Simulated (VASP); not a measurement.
A run of VASP 6.6.1:

File INCAR:

```
SYSTEM = H
PREC = Accurate
ENCUT = 400
EDIFF = 1E-7
ISMEAR = 0
SIGMA = 0.01
LREAL = .False.
LASPH = .True.
NELM = 80
ALGO = Normal
ISIF = 2
LWAVE = .False.
LCHARG = .False.
GGA = PE
NBANDS = 8
ISYM = 0
```

File KPOINTS:

```
Automatic mesh
0
Gamma
  1 1 1
  0 0 0
```

POSCAR

```
H                                       
1.0
   11.1715072411      0.0000000000      0.0000000000
    0.0000000000     11.6715072411      0.0000000000
    0.0000000000      0.0000000000     12.1715072411
  H             
     2
Selective dynamics
Direct
     0.5029840055999983    0.4878045314999966    0.5275852130999965   F   F   F
     0.4972158699320113    0.5196555473088600    0.4742660034272161   T   T   T
```

Potentials or basis: VASP PAW PBE potentials, release 64 (H).

Launch:

```console
$ cat potpaw_PBE.64/H/POTCAR > POTCAR
$ mpirun -np 1 vasp_gam > vasp.out
```

Hardware: 1 thread of Intel(R) Xeon(R) Platinum 8488C (Sapphire Rapids) (shared host).

Problem. How long does it take, and how much memory?

Solution. Run time: 82 s on 1 thread of Intel(R) Xeon(R) Platinum 8488C (Sapphire Rapids) (shared host), peak memory 0.85 GiB. Counts: scf iterations 21, k points 1.
